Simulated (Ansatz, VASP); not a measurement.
# GaSe4 in VASP and in Ansatz

```
Ga Se
1.0
     5.35284    0.00000    0.00000
     0.00000    5.35284    0.00000
     0.00000    0.00000    5.35284
Ga Se
1 4
Cartesian
  2.6764 2.6764 2.6764
  2.6764 0.0000 0.0000
  0.0000 2.6764 0.0000
  0.0000 0.0000 2.6764
  0.0000 0.0000 0.0000
```

Alike in both runs: task single point; functional PBE; k mesh 4 × 4 × 4; occupations gaussian, width 0.1 eV; no spin polarisation.

```csv
,VASP,Ansatz
version,VASP 6.6.1,Ansatz 0.2.0
potentials or method,"VASP PAW PBE potentials, release 64 (Ga_d, Se)","scalar-relativistic, plane waves, PAW"
plane-wave cutoff (eV),520,420
valence electrons in the cell,37,77
```

```tsv
	VASP	Ansatz	Ansatz less VASP
gap on the k mesh at the Fermi level (eV)	none	none	-
pressure (GPa)	-3.1	-3.1	-0.01
```

A gap of «none» marks a metal or a gap that the smearing closes. The functional is the same, so the differences come from potentials, cutoffs and numerics. The two sets of potentials don't hold the same shells in valence.
